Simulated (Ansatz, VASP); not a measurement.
Sb: VASP beside Ansatz

```
Sb
1.0
     3.06158    0.00000    0.01073
     0.00000    4.32388    0.00000
    -0.02301    0.00000    4.32343
Sb
2
Direct
  0.00004 0.75000 0.74997
  0.99996 0.25000 0.25003
```

Alike in both runs: functional PBE; k mesh 14 × 10 × 10; occupations gaussian, width 0.1 eV; no spin polarisation.

Ansatz relaxed the structure, and its values are those at the end. VASP's run is a single point on that final structure, the one shown.

|  | VASP | Ansatz |
| --- | --- | --- |
| version | VASP 6.6.1 | Ansatz 0.2.0 |
| potentials or method | VASP PAW PBE potentials, release 64 (Sb) | scalar-relativistic, plane waves, PAW |
| plane-wave cutoff (eV) | 520 | 420 |
| valence electrons in the cell | 10 | 30 |

|  | VASP | Ansatz | Ansatz less VASP |
| --- | --- | --- | --- |
| gap on the k mesh at the Fermi level (eV) | none | none | - |
| pressure (GPa) | 3.0 | 3.0 | 0.00 |

A gap of «none» marks a metal or a gap that the smearing closes. The two sets of potentials don't hold the same shells in valence.

Spin-orbit coupling is left out, which matters for the levels of Sb.
